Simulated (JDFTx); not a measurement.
Set up this calculation in JDFTx 1.7.0 (patched build), as the native input.

| Quantity | Value |
| --- | --- |
| Task | single point |
| Functional | PBE |
| Potentials or basis | PseudoDojo-FR-PBE-0.4-standard with smoothed tails |
| Cutoff | 1143 eV |
| Density cutoff | 4572 eV |
| k mesh | 12 × 12 × 12 |
| Occupations | fermi-dirac, width 0.05 eV |
| Spin | spin-orbit coupling, no magnetisation |
| Local potential set to -Z/r beyond | 6 bohr |
| Bands | 30 |
| Density cutoff over wavefunction cutoff | 4 |
| Max SCF steps | 100 |
| SCF threshold on the energy | 1e-08 Ha |
| Solver of the electrons | scf |
| Further solve for the empty bands | yes |

The system is Pt.

```xyz
1
Lattice="0.0000 1.9609 1.9609 1.9609 0.0000 1.9609 1.9609 1.9609 0.0000" Properties=species:S:1:pos:R:3 pbc="T T T"
Pt    0.0000    0.0000    0.0000
```

One way to write it, as run:

Pt.in

```
lattice \
    0.0000000000     3.7055639578     3.7055639578 \
    3.7055639578     0.0000000000     3.7055639578 \
    3.7055639578     3.7055639578     0.0000000000
coords-type Cartesian
ion Pt     0.0000000000     0.0000000000     0.0000000000 1

ion-species pseudo/Pt.upf
elec-cutoff 42
elec-ex-corr gga-PBE
kpoint-folding 12 12 12
elec-smearing Fermi 0.0018374661
elec-n-bands 30
spintype spin-orbit
electronic-SCF nIterations 100 energyDiffThreshold 1e-08
electronic-minimize nIterations 30 energyDiffThreshold 1e-7
converge-empty-states yes
forces-output-coords Cartesian

dump-name run.$VAR
dump End Ecomponents EigStats BandEigs Kpoints Forces Stress ElecDensity
```

Potentials or basis: PseudoDojo-FR-PBE-0.4-standard with smoothed tails.

Launch:

```sh
$ jdftx -c 1 -i Pt.in -o Pt.out
```

Results of the run:

The pressure is 10.4 GPa. The band gap on the k mesh is none (metal or under the smearing width).

Caveat: the empty levels aren't tightly converged.

It took 61 s on 1 thread of Intel(R) Xeon(R) 6975P-C (Granite Rapids), on a shared host, peak memory 0.23 GiB.
